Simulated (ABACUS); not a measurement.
# Fe under changes of volume

One of the cells (12.019 Å³/atom); the others are scaled copies at fixed shape and fractional positions:

```
Fe
1.0
     2.49935    0.00000    0.00000
    -0.83312    2.35641    0.00000
    -0.83312   -1.17820    2.04071
Fe
1
Direct
  0.00000 0.00000 0.00000
```

```yaml
Program: ABACUS 3.10.1
Functional: SCAN
Potentials_or_basis: SG15 ONCV 1.2 PBE
Cutoff: 1415 eV
Density_cutoff: 5660 eV
Basis: plane waves
k_mesh: 8 × 8 × 8
Occupations: fermi-dirac, width 0.05 eV
Spin: collinear spin, ferromagnetic start
Starting_moments: "[3.0] μB"
```

| volume (Å³/atom) | energy over the lowest point (meV/atom) | pressure (GPa) |
| --- | --- | --- |
| 11.298 | 25.20 | 13.0 |
| 11.538 | 9.59 | 7.7 |
| 11.778 | 1.38 | 3.0 |
| 12.019 | 0.00 | -1.3 |
| 12.259 | 4.80 | -5.2 |
| 12.499 | ? | ? |
| 12.740 | 30.20 | -11.6 |

Problem. What does the run at 12.499 Å³/atom give?

Solution. Energy over the lowest point 15.07 meV/atom; pressure -8.6 GPa.

Worked out: A Birch-Murnaghan fit of order 3 (a polynomial in V^(-2/3)) to the other rows has its minimum at 11.95 Å³/atom with B0 = V·E''(V) = 208 GPa and B' = 4.2. It gives 14.98 meV/atom at 12.499 Å³/atom, against the run's 15.07, and -dE/dV = -8.5 GPa, against -8.6.

Energies are extrapolated to zero smearing.

Caveats: all runs use coarse meshes; the potentials were made for another functional, which shifts forces and pressure.
